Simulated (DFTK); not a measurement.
Runs of DFTK 0.8.2 on ZrS2. The structure is trigonal, space group P-3m1 (No. 164). The conventional cell has a = 3.691 Å, b = 3.691 Å, c = 6.041 Å, α = 90.00°, β = 90.00°, γ = 120.00°. Zr (site symmetry -3m) has 6 S at 2.57 Å as nearest neighbours. S (site symmetry 3m) has 3 Zr at 2.57 Å as nearest neighbours. The cell is a database's computed one.

```tsv
level	gap on the mesh (eV)	pressure (GPa)	largest force (eV/Å)
WC	1.00	-1.8	0.07
AM05	1.01	-1.5	0.13
BLYP	1.12	4.1	0.26
PBEsol	1.00	-1.9	(a)
RPBE	1.13	2.4	0.09
r2SCAN	1.41	(c)	0.03
LDA	0.94	-3.4	0.14
SCAN	1.42	(b)	0.04
```

Alike in all rows: task band structure; potentials or basis SG15 1.2 (PBE); no spin polarisation; cell as given; k mesh 6 × 6 × 4; cutoff (eV) 1225; smearing fermi-dirac 0.05 eV.

**Question.** Fill in the values left out.

**Answer.** (a) 0.08; (b) -0.2; (c) 0.0.

Caveats: the potentials were made for another functional, which shifts forces and pressure; this functional lacks dispersion, which binds the layers, so the pressure and a relaxed spacing across them are unreliable (some runs).

A k mesh can miss the band edges, and the runs leave out spin-orbit coupling on Zr.

Runs at the PBE level aren't shown here.
